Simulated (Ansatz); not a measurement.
# Tl (P6_3/mmc) in Ansatz: notebook

One crystal, Tl, is run at these levels: LDA; tasks: electron localisation function, relaxation of cell and atoms.

Everything below comes from runs of Ansatz 0.2.0. Logs are shortened: lines on timing, memory, paths and dates and some standing lists are left out, and cuts for length are marked.

**1. Starting point**

It takes space group P6_3/mmc (No. 194, hexagonal). Conventional cell: a = 3.456 Å, b = 3.456 Å, c = 5.525 Å, α = 90.00°, β = 90.00°, γ = 120.00°. Around Tl (site symmetry -6m2) lie 12 Tl at 3.41 to 3.46 Å.

**2. Electron localisation function, LDA**

The input, input.yaml:

```yaml
crystal:
  lattice: { a: 3.456, b: 3.456, c: 5.525, alpha: 90.0, beta: 90.0, gamma: 120.0 }
  space_group: 194
  reduce_to_primitive: true
  atoms:
    - { symbol: Tl, wyckoff: "2c", position: [0.6666666667, 0.3333333333, 0.75] }
hamiltonian:
  xc: lda
  pseudopotentials: { kind: paw, source: jth, xc_functional: pbe }
kpoints:
  mp_grid: { grid: [9, 9, 5] }
scf:
  occupations: { method: methfessel_paxton, width: 0.05 }
output:
  forces: true
  stress: true
  eigenvalues: true
  write_density: true
  write_potential: true
  elf: true
  volumetric_format: npy
```

Potentials or basis: JTH PAW.

On the command line:

```console
$ ansatz run input.yaml --threads 1 --pin off --max-ram 2560MiB --backend cpu --events-out ev --progress --plain --runs-dir out
```

What it wrote:

```text
Warning: the checks of this Tl dataset prove no rule for summing its radial tables, as where they were carried onto another mesh than they were made on, and Gregory's rule is taken, under which a leading mesh point left out moves its sums only by what lay on the interval it spanned. That does not make them correct, and they differ from Quantum ESPRESSO's on this file; a re-export a fraction of a mesh step off can move them. hamiltonian.pseudopotentials.radial_quadrature: simpson_from_first_knot sums it by `pw.x`'s rule; on a PAW file no value gives `pw.x`'s numbers. What more to know: hamiltonian.pseudopotentials.radial_quadrature, in the input reference
Warning: RAYON_NUM_THREADS=1 ignored (pool sized by the plan → 1); use --threads N
crystal.space_group: 194 is read as P63/mmc: the typed cell holds Tl2 (Tl 2c). Least distances (Å): Tl–Tl 3.408
crystal.space_group generates its sites in this order, which a site index counts, at these fractional coordinates of the primitive cell where crystal.reduce_to_primitive is true, and else of the cell that is read (crystal.supercell repeats the list replica by replica, and crystal.defects acts on that): 0: Tl [0.666667, 0.333333, 0.750000]; 1: Tl [0.333333, 0.666667, 0.250000];
Engine: ansatz 0.2.0, x86_64-unknown-linux-gnu
Pseudopotentials: kind: paw
Pseudopotential: Tl, paw, valence charge 13, recommended cutoff 1800 eV (normal), Tl.paw.azcp
Functional definition: SPW92
  exchange = slater_x
  correlation = pw_c
Crystal: 2 atoms, lattice volume = 57.149 Å³
Basis set: ecut = 1800 eV, 9873 PW (Γ)
Bands: 17, of which v1, the nominal top of the filled ones, is band 13 counted from 1 (12 counted from 0)
Symmetry: 24 space group operations
Space group: P63/mmc (ITA 194), of the structure as read, at distance tolerance 3.9e-5 Å
k-points: 36 of 405
Non-local potential: Tl, projectors of the file, l = 0: 2, l = 1: 2, l = 2: 2
PAW form: soft (Blöchl's): semilocal exchange-correlation on the pseudo side does not see the compensation charge
PAW one-centre angular grid: Tl, 590 points (default); XC on 64 Gauss nodes
Initial density: superposition of atomic densities (chi_scale 0.1, normalization cell)
Initial wavefunctions: pseudopotential atomic-orbital guess
Functional: x = slater, c = lda
SCF iter   1: F=—  HF=-22180.937149 eV  |F-HF|=—  |Δ(HF+E_count)|=         —  Δρ=1.87e-2  dr2=2.52e-1  ethr=3.10e-3  ⟨swp⟩=11.8  Hψ=5193  notcnv=0
preconditioner: auto → Resta (q_TF=auto, 2.393 Å⁻¹)  ε∞=4.6  [insulator: Δε(μ)=0.044 eV  Ē_g=13.279 eV  σ=0.050 eV  W_gap=0.61  n_scr=22 (ndim 8)  ℏωp=25.0 eV  f_vac=0.000  D(μ)=2.88/eV (n_scr^D=22)  ε∞_Penn≈4.6]
SCF iter   2: F=—  HF=-22180.851943 eV  |F-HF|=—  |Δ(HF+E_count)|=   8.52e-2  S|Δr|=    0.00e0  Δρ=7.25e-3  dr2=4.50e-2  ethr=9.70e-4  ⟨swp⟩=3.5  Hψ=1465  notcnv=0  defer=6
SCF iter   3: F=—  HF=-22180.836320 eV  |F-HF|=—  |Δ(HF+E_count)|=   1.56e-2  S|Δr|=    0.00e0  Δρ=2.58e-3  dr2=2.05e-3  ethr=1.73e-4  ⟨swp⟩=3.1  Hψ=1344  notcnv=0  defer=6
SCF iter   4: F=—  HF=-22180.837387 eV  |F-HF|=—  |Δ(HF+E_count)|=   1.07e-3  S|Δr|=    0.00e0  Δρ=3.95e-4  dr2=1.40e-4  ethr=7.89e-6  ⟨swp⟩=2.1  Hψ=784  notcnv=0  defer=6
SCF iter   5: F=—  HF=-22180.837351 eV  |F-HF|=—  |Δ(HF+E_count)|=   3.51e-5  S|Δr|=    0.00e0  Δρ=4.13e-5  dr2=6.62e-7  ethr=5.38e-7  ⟨swp⟩=2.0  Hψ=1075  notcnv=0  defer=6
SCF iter   6: F=—  HF=-22180.837361 eV  |F-HF|=—  |Δ(HF+E_count)|=   9.60e-6  S|Δr|=    0.00e0  Δρ=7.27e-6  dr2=2.66e-8  ethr=3.85e-10  ⟨swp⟩=16.2  Hψ=6320  notcnv=0
SCF iter   7: F=-22180.837361 eV  HF=-22180.837361 eV  |F-HF|=1.01e-9  |Δ(HF+E_count)|=   2.58e-9  S|Δr|=    0.00e0  Δρ=1.87e-6  dr2=1.62e-9  ethr=1.02e-10  ⟨swp⟩=8.0  Hψ=4276  notcnv=0
SCF 1 converged in 7 iterations: F = -22180.837361 eV  dr2 = 1.62e-9
SCF converged after 7 iterations
Stability not checked: this state was not tested for a lower state beside it, because cold or Methfessel-Paxton smearing, or corrected tetrahedra, fill the levels in a way that the test cannot read (fill_not_monotonic; see scf.lower_state_search)
Free energy (F): -22180.837361 eV
Harris-Foulkes:  -22180.837361 eV  (|F-HF|=1.01e-9)
Internal energy: -22180.837122 eV  (E = F + TS)
E sigma→0 (E₀):  -22180.837301 eV
Entropy (-TS):   -0.000239 eV (-0.120 meV/atom)
Fermi energy:    9.328211 eV
--- Per-component energies (eV) ---
  E_band       = -8.378446
  E_kinetic    = 282.492319
  E_local      = -2502.854324  (includes V_loc(G=0)·N_el)
  E_nonlocal   = 1788.609134
  E_hartree    = 797.158376
  E_xc         = -132.990336
  E_vxc        = -135.740858  (∫ρ·V_xc dr)
  E_paw        = -20114.442110  (= ΣΔE_a)
  E_vpaw       = -1035.199464  (= ΣTr[D̂ρ^β])
  E_aug_tail   = -0.000016  (compensation charges beyond the density's cutoff)
  E_ewald      = -2298.810164
  E_smearing   = -0.000239  (= −TS)
  E_closure    = -0.000000  (closes the sum)
  Σ components = -22180.837361   (vs F -22180.837361, Δ=0.00e0)
--- Forces (eV/Å), atoms counted from 1 ---
  atom   1  Tl    -0.00000000    -0.00000000     0.00000000
  atom   2  Tl     0.00000000     0.00000000    -0.00000000
  max |Σ_I F_I| component: 6.94e-18 eV/Å
--- Stress (GPa, compression-positive) ---
       -1.720638      -0.000000      -0.000000
       -0.000000      -1.720638      -0.000000
       -0.000000      -0.000000      -1.092559
  P = ⅓ Tr σ = -1.5113 GPa (-15.113 kbar)
--- Band table (eV; the first three rows and the last of 36) ---
  k-point 0: bands = ["-2.3128", "-2.0759", "-2.0520", "-2.0520", "-1.9978", "-1.9978", "-1.9371", "-1.9371", "-1.5948", "-1.5948", "-0.7085", "4.2051", "6.5400", "17.2609", "17.2609", "19.3291", "19.3291"]
  k-point 1: bands = ["-2.2842", "-2.0848", "-2.0832", "-2.0832", "-2.0204", "-2.0204", "-1.8679", "-1.8679", "-1.6098", "-1.6098", "-0.4880", "2.9400", "8.2381", "17.4342", "17.4342", "17.8541", "19.1210"]
  k-point 2: bands = ["-2.2118", "-2.1316", "-2.0957", "-2.0957", "-2.0663", "-2.0663", "-1.7559", "-1.7559", "-1.6627", "-1.6627", "0.2018", "1.3694", "11.0996", "14.3812", "17.9160", "17.9160", "18.5667"]
  k-point 35: bands = ["-2.2243", "-2.2243", "-2.1036", "-1.9271", "-1.8835", "-1.8835", "-1.8281", "-1.8228", "-1.5887", "-1.5887", "5.1482", "5.1482", "8.6422", "8.6422", "9.0866", "10.1867", "16.4518"]
```

Wall time 15 s (1 thread of AMD EPYC 7B13 (Zen 3), shared host); peak memory 0.68 GiB.

Results:

```yaml
Free_energy: -22180.8374 eV
Pressure: -1.5 GPa
Band_gap_on_the_k_mesh: none (metal or under the smearing width)
```

Stress tensor (GPa, compression positive):
```
-1.72  0.00  0.00
 0.00 -1.72  0.00
 0.00  0.00 -1.09
```

Spin-orbit coupling is left out, which matters for the levels of Tl.

**3. Electron localisation function, LDA**

The input, input.yaml:

```yaml
crystal:
  lattice:
    - [3.456, 0.0, 0.0]
    - [-1.728, 2.9929837955, 0.0]
    - [0.0, 0.0, 5.525]
  atoms:
    - { symbol: Tl, position: [0.6666666667, 0.3333333333, 0.75] }
    - { symbol: Tl, position: [0.3333333333, 0.6666666667, 0.25] }
hamiltonian:
  xc: lda
  pseudopotentials: { kind: paw, source: jth, xc_functional: pbe }
kpoints:
  mp_grid: { grid: [9, 9, 5] }
scf:
  occupations: { method: methfessel_paxton, width: 0.05 }
output:
  forces: true
  stress: true
  eigenvalues: true
  write_density: true
  write_potential: true
  elf: true
  volumetric_format: npy
```

Potentials or basis: JTH PAW.

On the command line:

```console
$ ansatz run input.yaml --threads 1 --pin off --max-ram 2560MiB --backend cpu --events-out ev --progress --plain --runs-dir out
```

Run time: 16 s. Hardware: 1 thread of AMD EPYC 7B13 (Zen 3), shared host; peak memory 0.68 GiB.

The run converged. Its results:

```
Free energy            : -22180.8374 eV
Pressure               : -1.5 GPa
Band gap on the k mesh : none (metal or under the smearing width)
```

Stress tensor (GPa, compression positive):
```
-1.72  0.00  0.00
 0.00 -1.72  0.00
 0.00  0.00 -1.09
```

Levels at points of the mesh, in eV from the Fermi level:
| k point | band 10 | band 11 | band 12 | band 13 | band 14 | band 15 | band 16 | band 17 |
| --- | --- | --- | --- | --- | --- | --- | --- | --- |
| (0.00, 0.00, 0.00) | -10.92 | -10.04 | -5.12 | -2.79 | 7.93 | 7.93 | 10.00 | 10.00 |

**4. Relaxation of cell and atoms, LDA (atoms moved at random, drawn with an rms of 0.1 Å)**

The input, input.yaml:

```yaml
crystal:
  lattice:
    - [3.456, 0.0, 0.0]
    - [-1.728, 2.9929837955, 0.0]
    - [0.0, 0.0, 5.525]
  atoms:
    - { symbol: Tl, position_ang: [1.642275648, 0.969753687, 4.1051192] }
    - { symbol: Tl, position_ang: [0.027748224, 1.979804907, 1.38199035] }
hamiltonian:
  xc: lda
  pseudopotentials: { kind: paw, xc_functional: lda, accuracy: standard }
kpoints:
  mp_grid: { grid: [7, 7, 4] }
scf:
  occupations: { method: fermi_dirac, width: 0.1 }
output:
  forces: true
  stress: true
relax:
  f_tol: 0.01
  max_steps: 40
  cell: { stress_tol: 0.05 }
```

Potentials or basis: JTH PAW LDA.

On the command line:

```console
$ ansatz run input.yaml --threads 1 --pin off --max-ram 2560MiB --backend cpu --events-out ev --progress --plain --runs-dir out
```

Wall time 4 min (1 thread of AMD EPYC 7B13 (Zen 3), shared host); peak memory 1.1 GiB.

The run converged. Its results:

```yaml
Free_energy: -22175.4214 eV
Relaxed_volume: 27.36 Å³/atom
Relaxed_cell: a = 3.491 Å, b = 3.489 Å, c = 5.451 Å, α = 89.96°, β = 90.04°, γ = 124.52°
Space_group_after_relaxing_to_0.05_Å: Cmcm (No. 63)
Energy_gained_by_relaxing: 14.8 meV/atom
Ionic_steps: 10
Pressure_after_relaxing: 0.0 GPa
Largest_force_after_relaxing: 0.011 eV/Å
```

Forces in eV/Å, atoms in the order of the input:
```
Tl  -0.003  0.003 -0.010
Tl   0.003 -0.003  0.010
```

The path:
| step | energy change (eV) | largest force (eV/Å) | volume (Å³) |
| --- | --- | --- | --- |
| 1 | 0.0000 | 0.0529 | 57.15 |
| 2 | -0.0156 | 0.0367 | 54.93 |
| 3 | -0.0183 | 0.0055 | 54.40 |
| 4 | -0.0197 | 0.0211 | 54.31 |
| 5 | -0.0242 | 0.0052 | 54.46 |
| 6 | -0.0277 | 0.0289 | 54.51 |
| 7 | -0.0297 | 0.0026 | 54.73 |
| 8 | -0.0298 | 0.0014 | 54.75 |
| 9 | -0.0298 | 0.0105 | 54.72 |
| 10 | -0.0296 | 0.0105 | 54.72 |

Final structure:
```cif
data_structure
_symmetry_space_group_name_H-M 'P 1'
_symmetry_Int_Tables_number 1
_cell_length_a 3.4914
_cell_length_b 3.4893
_cell_length_c 5.4512
_cell_angle_alpha 89.960
_cell_angle_beta 90.042
_cell_angle_gamma 124.518
_cell_volume 54.72
loop_
_atom_site_label
_atom_site_type_symbol
_atom_site_fract_x
_atom_site_fract_y
_atom_site_fract_z
_atom_site_occupancy
Tl1 Tl 0.63884 0.34124 0.74692 1
Tl2 Tl 0.33713 0.64425 0.24622 1
```

Caveat: the plane-wave basis is chosen anew once the cell has moved, so the energies of steps on either side of that aren't comparable. The run has no spin-orbit coupling, so splittings on Tl are missing.
